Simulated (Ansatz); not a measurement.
## N, one cell by several methods

```
N
1.0
     3.70158    0.00000    0.00000
    -1.85079    3.20566    0.00000
     0.00000    0.00000    5.89000
N
2
Direct
  0.33333 0.66667 0.25000
  0.66667 0.33333 0.75000
```

Atom numbers follow the list: N1, N2.

The cell comes from COD entry 1539196, which wasn't checked; take it as a given geometry. The listed cell was then made from it by scaling, straining or moving an atom.

All numbers are computed: DFT, PBEsol, PAW with Ansatz's default frozen-core files, scalar-relativistic (Ansatz 0.2.0); DFT, PBEsol, all-electron PAW with datasets made for the crystal, scalar-relativistic (Ansatz 0.2.0); DFT, PBEsol, all-electron LAPW, scalar-relativistic (Ansatz 0.2.0).

For PAW: a Γ-centred 10×10×5 k mesh, Fermi–Dirac smearing of 0.02 eV, cutoff 420 eV, no spin polarisation; the PAW files were made with PBE, and the program remakes their frozen cores for this functional. The crystal-made all-electron datasets (AE datasets) take a cutoff of 140 eV at this cell. LAPW targets a basis error of 0.5 meV/atom. The Ansatz runs share mesh, smearing and spin set-up. Plane-wave (PAW) pressures include the program's estimate of the Pulay term.

Stress and pressure are positive in compression.

The change that made this cell: equal xx and yy strain of +2 %.

| quantity | PAW | AE datasets | LAPW |
| --- | --- | --- | --- |
| pressure (GPa) | -7.07 | -7.05 | -7.06 |
| stress xx (GPa) | -6.88 | -6.86 | -6.86 |
| stress zz (GPa) | -7.45 | -7.45 | -7.45 |

PAW's pressure differs from the LAPW value by about 0.01 GPa or less.
